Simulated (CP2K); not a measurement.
Crystal: AlN.

```xyz
2
Lattice="3.0886 0.0000 0.0000 1.5443 2.6748 0.0000 1.5443 0.8916 2.5219" Properties=species:S:1:pos:R:3 pbc="T T T"
Al    0.0000    0.0000    0.0000
N     1.5443    0.8916    0.6305
```

Measurements of this composition are mostly on another form, of space group No. 186.

Program: CP2K 2026.2. Alike in all runs: task band structure; potentials or basis POTENTIAL_UZH Al GTH-PBE-q3, N GTH-PBE-q5; TZVP-MOLOPT-PBE-GTH basis; no spin polarisation; cell as given; k mesh 10 × 10 × 10; smearing fermi-dirac 0.05 eV.

Question: Order these runs on this cell by their band gap on the k mesh, lowest first.
A. level vdW-DF2; EPS_DEFAULT 1.0E-9; points a segment of the path (NPOINTS) 10; bands added on the path 2; cutoff of the non-local correlation (Ry) 300
B. level optB88-vdW; EPS_DEFAULT 1.0E-10; points a segment of the path (NPOINTS) 6; bands added on the path 6; cutoff of the non-local correlation (Ry) 300
C. level PBE; EPS_DEFAULT 1.0E-10; points a segment of the path (NPOINTS) 6; bands added on the path 6
D. level PBEsol; EPS_DEFAULT 1.0E-10; points a segment of the path (NPOINTS) 6; bands added on the path 6

Answer: D (3.17 eV), C (3.32 eV), B (3.53 eV), A (3.91 eV).

Caveats: the basis of atomic orbitals isn't converged, which shifts pressures, moduli and gaps.

A k mesh can miss the band edges.

Not every run made on this cell is shown here.
